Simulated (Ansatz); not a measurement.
**InP: frozen-core PAW against all-electron methods**

```
CELL_PARAMETERS angstrom
0.00000 2.93050 2.93050
2.93050 0.00000 2.93050
2.93050 2.93050 0.00000
ATOMIC_POSITIONS crystal
In 0.00000 0.00000 0.00000
P 0.75000 0.75000 0.75000
```

Atom numbers follow the list: In1, P2.

The cell comes from COD entry 1010146, which wasn't checked; take it as a given geometry. It is an old determination, and later ones may differ.

No spin–orbit coupling, which matters for the heavy atoms here.

Levels of theory: DFT, PBEsol, PAW with Ansatz's default frozen-core files, scalar-relativistic (Ansatz 0.2.0); DFT, PBEsol, all-electron LAPW, scalar-relativistic (Ansatz 0.2.0).

For PAW: a Γ-centred 12×12×12 k mesh, Fermi–Dirac smearing of 0.05 eV, cutoff 420 eV, no spin polarisation; the PAW files were made with PBE, and the program remakes their frozen cores for this functional. LAPW targets a basis error of 1 meV/atom. The Ansatz runs share mesh, smearing and spin set-up. Plane-wave (PAW) pressures include the program's estimate of the Pulay term.

Stress and pressure are positive in compression.

Levels count from the top of the valence band.

PAW results:

```
                      quantity     PAW
                pressure (GPa)    0.61
                 band gap (eV)   0.617
highest filled level at L (eV)  -0.984
  lowest empty level at L (eV)   1.403
highest filled level at X (eV)  -2.351
  lowest empty level at X (eV)   1.634
highest filled level at Γ (eV)   0.000
  lowest empty level at Γ (eV)   0.617
```

Problem. What does LAPW (all electrons) give for the same quantities?

Solution. 
```tsv
quantity	LAPW
pressure (GPa)	0.61
band gap (eV)	0.615
highest filled level at L (eV)	-0.984
lowest empty level at L (eV)	1.403
highest filled level at X (eV)	-2.350
lowest empty level at X (eV)	1.635
highest filled level at Γ (eV)	0.000
lowest empty level at Γ (eV)	0.615
```
